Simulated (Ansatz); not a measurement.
CaSe in the zincblende structure

The computed numbers are results of r²SCAN, scalar-relativistic (no spin polarisation) in the plane-wave PAW code Ansatz at 500 eV, Γ-centred 6×6×6 mesh, 0.05 eV Gaussian smearing; PAW files: Ansatz's generated set soft_2.

```
Ca Se
1.0
     0.00000    3.27951    3.27951
     3.27951    0.00000    3.27951
     3.27951    3.27951    0.00000
Ca Se
1 1
Direct
  0.00000 0.00000 0.00000
  0.25000 0.25000 0.25000
```

This is a trial structure: the heavier alkaline earths' oxides and chalcogenides take the rock-salt structure.

Path: Γ–X–U | K–Γ–L–W–X, with Γ = (0.000, 0.000, 0.000), X = (-0.500, -0.500, 0.000), U = (-0.375, -0.375, 0.250), K = (-0.375, 0.000, 0.375), L = (0.000, 0.000, 0.500), W = (-0.500, -0.250, 0.250) in reciprocal vectors of the calculation's cell.

**Question.** Is it a metal or an insulator, and if it has a gap, where are the band edges on this path?

**Answer.** An insulator with a gap of 3.70 eV on the path, the valence band topping between K and Γ and the conduction band bottoming at Γ; the smallest direct gap is 3.79 eV.

Bands as a text map, energy in eV from the Fermi level (dashes), each leg drawn with the same width:
```
  2.86 |   *             *                 *            
  2.57 |  * *           *         *         **          
  2.29 |     *     *****     *   *            ******    
  2.00 | *    *****           * *                   ****
  1.71 |*                      *                        
  1.43 |                                                
  1.14 |                                                
  0.86 |                                                
  0.57 |                                                
  0.29 |                                                
  0.00 |------------------------------------------------
 -0.29 |                                                
 -0.57 |                                                
 -0.86 |                                                
 -1.14 |                                                
 -1.43 |                                                
 -1.71 |                 **                             
 -2.00 |*****************  *****************************
 -2.29 |  *         ****  *  *    *        **    **     
 -2.57 |   *            ** **      *         ****       
 -2.86 |    **     *****  *         **    ***    ***    
 -3.14 |      *****                   ****          ****
 -3.43 |                                                
 -3.71 |                                                
 -4.00 |                                                
 -4.29 |                                                
 -4.57 |                                                
 -4.86 |                                                
        Γ      X      UK       Γ       L       W       X
```

Formal charges Ca²⁺, Se²⁻ balance and leave closed shells on every ion, so a band insulator is expected, and the gap is 3.70 eV.

Semilocal functionals underestimate band gaps, commonly by a third or more.
